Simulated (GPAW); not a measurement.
# CdS (Greenockite) (P6_3mc) in GPAW: further runs

The runs below take CdS (Greenockite) through band structure, equation of state, with LDA, PBE.

Program: GPAW 26.7.0. These are calculated values, not measurements. Logs are shortened: lines on timing, memory, paths and dates and some standing lists are left out, and cuts for length are marked. The log counts tension as positive stress, the text compression.

**What was measured.**

“Isotope dependence of band-gap energy”, 2008, arxiv:0807.2152 quotes, for a bulk crystal of CdS: band gap 2.5809 ± 0.0002 eV.

The runs below are set against these values where they give the same quantity.

## (1) The crystal as given

The structure is hexagonal, space group P6_3mc (No. 186). Conventional cell: a = 4.150 Å, b = 4.150 Å, c = 6.737 Å, α = 90.00°, β = 90.00°, γ = 120.00°. Cd (site symmetry 3m) is surrounded by 4 S at 2.53 to 2.54 Å. S (site symmetry 3m) is surrounded by 4 Cd at 2.53 to 2.54 Å.

## (2) Band structure, LDA

File run.py:

```python
from ase.dft.bandgap import bandgap
from ase.io import read, write
from ase.units import GPa
from gpaw import GPAW, PW

atoms = read('CdS.cif')

calc = GPAW(mode=PW(800),
            xc='LDA',
            kpts={'size': (5, 5, 3), 'gamma': True},
            occupations={'name': 'fermi-dirac', 'width': 0.05},
            setups='hgh',
            nbands=-13,
            convergence={'density': 1e-05, 'energy': 1e-05},
            maxiter=150,
            txt='gpaw.txt')
atoms.calc = calc
energy = atoms.get_potential_energy()
forces = atoms.get_forces()
stress = atoms.get_stress()
calc.write('gs.gpw')
write('result.traj', atoms)
print(f'Energy: {energy:.6f} eV')
print('Forces (eV/A):')
print(forces.round(4))
print('Stress (GPa):', (stress / GPa).round(3))
print('Fermi level:', round(calc.get_fermi_level(), 4), 'eV')
print(f'Gap: {bandgap(calc)[0]:.4f} eV, direct: {bandgap(calc, direct=True)[0]:.4f} eV')

path = atoms.cell.bandpath('GMKGALHA,LM,KH', npoints=80, eps=1e-4)
bs_calc = calc.fixed_density(kpts=path, symmetry='off', nbands=-29,
                             convergence={'bands': 'CBM+6.0', 'eigenstates': 1e-6}, txt='bands.txt')
bs = bs_calc.band_structure()
bs.write('bs.json')
print(f'Gap on the path: {bandgap(bs_calc)[0]:.4f} eV')
```

File CdS.cif:

```cif
data_CdS
_cell_length_a 4.15000000
_cell_length_b 4.15000000
_cell_length_c 6.73700000
_cell_angle_alpha 90.00000000
_cell_angle_beta 90.00000000
_cell_angle_gamma 120.00000000
_space_group_name_H-M_alt 'P6_3mc'
_space_group_name_Hall 'P 6c -2c'
_space_group_IT_number 186
loop_
_space_group_symop_operation_xyz
'x,y,z'
'x-y,x,z+1/2'
'-y,x-y,z'
'-x,-y,z+1/2'
'-x+y,-x,z'
'y,-x+y,z+1/2'
'y,x,z+1/2'
'x,x-y,z'
'x-y,-y,z+1/2'
'-y,-x,z'
'-x,-x+y,z+1/2'
'-x+y,y,z'
loop_
_atom_site_label
_atom_site_type_symbol
_atom_site_symmetry_multiplicity
_atom_site_Wyckoff_symbol
_atom_site_fract_x
_atom_site_fract_y
_atom_site_fract_z
_atom_site_occupancy
Cd1 Cd 2 b 0.6666666667 0.3333333333 0.5000000000 1
S1 S 2 b 0.6666666667 0.3333333333 0.8750000000 1
```

Potentials or basis: HGH pseudopotentials, pw.

The run is started by

```sh
$ OMP_NUM_THREADS=1 python run.py
```

gpaw.txt:

```text
__  _  _
 | _ |_)|_||  |
 |__||  | ||/\| - 26.7.0

Input parameters:
  mode=PW(ecut=800.0),
  convergence={'density': 1e-05, 'energy': 1e-05},
  kpts=MonkhorstPack(size=(5, 5, 3), gamma=True),
  maxiter=150,
  nbands=-13,
  occupations=Occupations(name='fermi-dirac', width=0.05),
  setups={'default': 'hgh'},
  xc=XC(name='LDA')

Diagonalizing LCAO Hamiltonian
Converting LCAO to pw mode

            S

            Cd
        S

        Cd

Atoms  # Å, Bohr magnetons
|   | symbol |        x |        y |        z |    initial magnetic moments |
|---|--------|----------|----------|----------|-----------------------------|
| 0 |     Cd | 2.075000 | 1.198002 | 3.368500 | ( 0.0000,  0.0000,  0.0000) |
| 1 |     Cd | 0.000000 | 2.396004 | 0.000000 | ( 0.0000,  0.0000,  0.0000) |
| 2 |      S | 2.075000 | 1.198002 | 5.894875 | ( 0.0000,  0.0000,  0.0000) |
| 3 |      S | 0.000000 | 2.396004 | 2.526375 | ( 0.0000,  0.0000,  0.0000) |

Unit cell  # Å
| periodic |         x |        y |        z |  lengths |     angles |
|----------|-----------|----------|----------|----------|------------|
|      yes |  4.150000 | 0.000000 | 0.000000 | 4.150000 |  90.000000 |
|      yes | -2.075000 | 3.594005 | 0.000000 | 4.150000 |  90.000000 |
|      yes |  0.000000 | 0.000000 | 6.737000 | 6.737000 | 120.000000 |

Number of symmetries: 6
Symmetry operations  # r_c * U_cc + t_c -> r_c
|   | kind |            matrix            |
|---|------|------------------------------|
| 0 |  σ   |  1, 1, 0,  0,-1, 0,  0, 0, 1 |
| 1 |  E   |  1, 0, 0,  0, 1, 0,  0, 0, 1 |
| 2 |  C3  |  0, 1, 0, -1,-1, 0,  0, 0, 1 |
| 3 |  σ   |  0,-1, 0, -1, 0, 0,  0, 0, 1 |
| 4 |  σ   | -1, 0, 0,  1, 1, 0,  0, 0, 1 |
| 5 |  C3  | -1,-1, 0,  1, 0, 0,  0, 0, 1 |

BZ-sampling:
  Number of BZ points: 75
  Number of IBZ points: 12

  Monkhorst-Pack size: [5, 5, 3]
  Monkhorst-Pack shift: [0, 0, 0]

K-points  # in reciprocal-cell coordinates
|     |                                coordinates |     weight |
|-----|--------------------------------------------|------------|
|   0 | (  0.00000000,   0.00000000,   0.00000000) | 0.01333333 |
|   1 | (  0.00000000,   0.00000000,   0.33333333) | 0.02666667 |
|   2 | (  0.20000000,   0.00000000,  -0.33333333) | 0.08000000 |
|   3 | (  0.20000000,   0.00000000,   0.00000000) | 0.08000000 |
|   4 | (  0.20000000,   0.00000000,   0.33333333) | 0.08000000 |
|   5 | (  0.40000000,  -0.20000000,   0.00000000) | 0.08000000 |
|   6 | (  0.40000000,  -0.20000000,   0.33333333) | 0.16000000 |
|   7 | (  0.40000000,   0.00000000,  -0.33333333) | 0.08000000 |
|   8 | (  0.40000000,   0.00000000,   0.00000000) | 0.08000000 |
|   9 | (  0.40000000,   0.00000000,   0.33333333) | 0.08000000 |
| ... |                                            |            |
|  11 | (  0.40000000,   0.40000000,   0.33333333) | 0.16000000 |

Plane wave coefficients: 5203
Cutoff: 800.0 eV

Spin-components: 1 (collinear spins)
Bands:           21
Projectors:      20
Spin-degeneracy: 2
Datatype:        complex128

Parallelization:
  kpt:    1
  domain: 1
  band:   1

Density:
  Valence electrons: 16.0
  Components: 1
  Grid points: [28 28 45]
  Charge: 0.0  # |e|

Potential:
  Grid points: [28 28 45]

species:
  HGH setup for Cd
      Valence Z=2, rloc=0.62500
      Local part coeffs: -1.79684
      Projectors:
          l=0, rc=0.82847
          l=1, rc=0.97287
          l=2, rc=1.24095
      Diagonal coefficients of nonlocal parts:
          l=0:  1.48529, -0.42475, -0.40799
          l=1:  0.46921, -0.44811
          l=2:  0.06541

    LCAO basis set for Cd:
      Name: atompaw.sz
      This basis set was not loaded from a file
      Number of radial functions: 1
      Number of spherical harmonics: 1
        l=0, rc=8.9500 Bohr: 1s e=-0.217 f=2.000
      Number of RI-basis functions 0

  HGH setup for S
      Valence Z=6, rloc=0.42000
      Local part coeffs: -6.55449
      Projectors:
          l=0, rc=0.36176
          l=1, rc=0.40529
      Diagonal coefficients of nonlocal parts:
          l=0:  7.90530,  4.47170
          l=1:  3.86658,  0.00000

    LCAO basis set for S:
      Name: atompaw.sz
      This basis set was not loaded from a file
      Number of radial functions: 2
      Number of spherical harmonics: 4
        l=0, rc=8.9500 Bohr: 1s e=-0.635 f=2.000
        l=1, rc=8.9500 Bohr: 1p e=-0.261 f=4.000
      Number of RI-basis functions 0

Reference energy: 0.000000  # eV

eigensolver:
  PPCG
  Converge bands: occupied
  niter=2

density mixing:
  MSR1-Mixer
  Pratt-step length: 0.05
  Maximum mixing coefficient: 0.75
  Old densities: 10
  SVD Regularization: 0.005
  Good broyden scale: 1.0
  Trust region scale: 1.0
  Backstep threshold: 4.0
  History deletion threshold: 6.0
  Fourier metric: weight=20.0, sigma=0.015

occupation numbers:
  Fermi-Dirac:
    width: 0.0500  # eV

poisson solver:
  ecut: 6400.0  # eV

xc functional:
  name: None

convergence criteria:
- Maximum integral of absolute [dens]ity change: 1e-05 electrons / valence electron
- Maximum [total energy] change in last 3 cyles: 1e-05 eV / valence electron
- Maximum integral of absolute [eigenst]ate change: 4e-08 eV^2 / valence electron
maximum number of iterations: 150

SCF iterations
|iter     | |      energy | eigst |  dens |
|---------|-|-------------|-------|-------|
|iter:   1| | -618.411329 | -0.04 |       |
|iter:   2| | -618.312001 | -1.35 | -0.83 |
|iter:   3| | -617.785153 | -1.82 | -0.87 |
|iter:   4| | -617.788883 | -3.24 | -1.56 |
|iter:   5| | -617.790441 | -4.24 | -1.97 |
|iter:   6| | -617.790485 | -5.17 | -2.77 |
|iter:   7| | -617.790470c| -6.11 | -3.20 |
|iter:   8| | -617.790470c| -7.48c| -4.12 |
|iter:   9| | -617.790470c| -8.24c| -4.82 |
|iter:  10| | -617.790470c| -8.87c| -5.49c|

Converged in 10 steps
Energy contributions relative to reference atoms: (reference = 0.000000)

Energy contributions:
  Kinetic:         344.900623
  Coulomb:        -779.257995
  Zero:            -38.964248
  External:          0.000000
  Xc:             -144.468850
  Entropy:          -0.000000
  Spinorbit:         0.000000
  ----------------------------
  Free energy:    -617.790470
  Extrapolated:   -617.790470

dipole moment: (0.000000, -0.000000, -3.665447)  # |e|*Ang

Fermi level: 1.075
Eigenvalues  # (at kpt = [0.000, 0.000, 0.000])
| band index |      eig [eV] | occ [0-2] |
|------------|---------------|-----------|
|          0 |       -11.564 |     2.000 |
|          1 |       -10.731 |     2.000 |
|          2 |        -3.798 |     2.000 |
|          3 |        -0.425 |     2.000 |
|          4 |        -0.425 |     2.000 |
|          5 |         0.194 |     2.000 |
[... 8 lines left out ...]
|         14 |         8.153 |     0.000 |
|         15 |         8.366 |     0.000 |
|        ... |               |           |
|         20 |        11.989 |     0.000 |

Gap: 1.635 eV
Transition (v -> c):
  (s=0, k=0, n=7, [0.00, 0.00, 0.00]) -> (s=0, k=0, n=8, [0.00, 0.00, 0.00])
No difference between direct/indirect transitions

Forces  # eV/Ang
|        x |       y |        z |
|----------|---------|----------|
|  0.00000 | 0.00000 | -0.01971 |  # Cd   0
|  0.00000 | 0.00000 | -0.01971 |  # Cd   1
| -0.00000 | 0.00000 |  0.01948 |  # S    2
|  0.00000 | 0.00000 |  0.01995 |  # S    3

Stress tensor  # eV/Ang^3
|         x |         y |         z |
|-----------|-----------|-----------|
|  0.083623 | -0.000000 | -0.000000 |
| -0.000000 |  0.083623 |  0.000000 |
| -0.000000 |  0.000000 |  0.081712 |

# Writing to gs.gpw (mode='')
```

Run time: 3 min. Hardware: 1 thread of Arm Neoverse V1, shared host; peak memory 0.57 GiB.

What came out:

```yaml
Free_energy: -617.7905 eV
Pressure: -13.3 GPa
Largest_force: 0.020 eV/Å
Band_gap_on_the_k_mesh: 1.63 eV, direct
Band_gap_along_the_path: 1.63 eV, direct
```

Forces on the atoms (eV/Å):
```
Cd   0.000  0.000 -0.020
Cd   0.000  0.000 -0.020
S    0.000  0.000  0.019
S    0.000  0.000  0.020
```

Levels at the corners of the path, in eV from the valence-band top:
```
point  band 6  band 7  band 8  band 9  band 10  band 11
    Γ   -0.04    0.00    0.00    1.63     3.15     6.78
    M   -1.60   -1.20   -0.61    4.10     4.16     5.28
    K   -1.70   -1.70   -1.51    4.82     5.65     5.65
    Γ   -0.04    0.00    0.00    1.63     3.15     6.78
    A   -0.34   -0.34   -0.34    3.28     3.28     6.58
    L   -1.16   -1.15   -1.15    3.75     3.75     5.63
    H   -2.24   -0.92   -0.92    4.69     4.69     6.32
    A   -0.34   -0.34   -0.34    3.28     3.28     6.58
    L   -1.16   -1.15   -1.15    3.75     3.75     5.63
    M   -1.60   -1.20   -0.61    4.10     4.16     5.28
    K   -1.70   -1.70   -1.51    4.82     5.65     5.65
    H   -2.24   -0.92   -0.92    4.69     4.69     6.32
```

Caveat: HGH potentials are hard and often keep d shells in the core, so these values are rough.

[end of part 1 of 2]
